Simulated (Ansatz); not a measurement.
A strain series on LiF (rocksalt): biaxial in x and y, z held

LiF built on the rocksalt prototype, relaxed with r2SCAN in Ansatz 0.2.0, then strained (biaxial in x and y, z held; changes of length per length, axes as in the cell below) with the atoms relaxed again within the symmetry that is left. It is cubic, Fm-3m (No. 225); a = 3.990 Å in the conventional setting, 7.94 Å³ an atom. Li has 6 F at 1.99 Å; F has 6 Li at 1.99 Å. (Simulation; spin polarisation is off.)

```
Li F
1.0
     0.00000    1.99487    1.99487
     1.99487    0.00000    1.99487
     1.99487    1.99487    0.00000
Li F
1 1
Direct
  0.00000 0.00000 0.00000
  0.50000 0.50000 0.50000
```

Gaps are the least over each mesh (r2SCAN 10×10×10 when unstrained) and the special points, which keep their unstrained names; stress is the change from the unstrained cell, compression positive.

```tsv
strain (%)	gap, r2SCAN (eV)	edges, r2SCAN	in-plane stress, r2SCAN (GPa)	energy rise, r2SCAN (meV/atom)
0.0	10.330	Γ	0.00	0.0
+2.56	9.836	Γ	-4.03	5.4
+4.11	9.556	Γ	-5.85	13.3
```

**Question.** Estimate the row for a strain of +3.69 %.

**Answer.**
```tsv
strain (%)	gap, r2SCAN (eV)	edges, r2SCAN	in-plane stress, r2SCAN (GPa)	energy rise, r2SCAN (meV/atom)
+3.69	9.631	Γ	-5.40	10.9
```
